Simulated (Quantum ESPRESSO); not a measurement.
## PtSe2 (Sudovikovite) under changes of volume

One of the cells (20.265 Å³/atom); the others are scaled copies at fixed shape and fractional positions:

```xyz
3
Lattice="3.7240 0.0000 0.0000 -1.8620 3.2251 0.0000 0.0000 0.0000 5.0620" Properties=species:S:1:pos:R:3 pbc="T T T"
Pt    0.0000    0.0000    0.0000
Se    1.8620    1.0750    3.7965
Se    0.0000    2.1501    1.2655
```

- Program: Quantum ESPRESSO 7.5
- Functional: PBEsol
- Potentials or basis: PseudoDojo 0.4.1 SR PBEsol standard
- Cutoff: 1170 eV
- Density cutoff: 4680 eV
- k mesh: 8 × 8 × 5
- Occupations: fermi-dirac, width 0.05 eV
- Spin: no spin polarisation

```csv
volume (Å³/atom),energy over the lowest point (meV/atom),pressure (GPa),largest force (eV/Å)
19.049,52.38,11.9,1.205
19.455,27.10,8.2,0.889
19.860,10.56,4.9,0.600
20.265,1.81,2.0,0.334
20.671,0.00,-0.6,0.091
21.076,4.37,-2.9,0.132
21.481,?,?,?
```

**Question.** What does the run at 21.481 Å³/atom give?

**Answer.** Energy over the lowest point 14.24 meV/atom; pressure -4.9 GPa; largest force 0.337 eV/Å.

Worked out: A Birch-Murnaghan fit of order 3 (a polynomial in V^(-2/3)) to the other rows has its minimum at 20.58 Å³/atom with B0 = V·E''(V) = 127 GPa and B' = 4.7 at fixed shape and positions, which overstates the stiffness. It gives 14.28 meV/atom at 21.481 Å³/atom, against the run's 14.24, and -dE/dV = -4.9 GPa, against -4.9.

Energies are extrapolated to zero smearing.

Caveats: forces of over 1 eV/Å show positions far from the minimum, so gaps and moduli don't describe the material at rest (some runs).
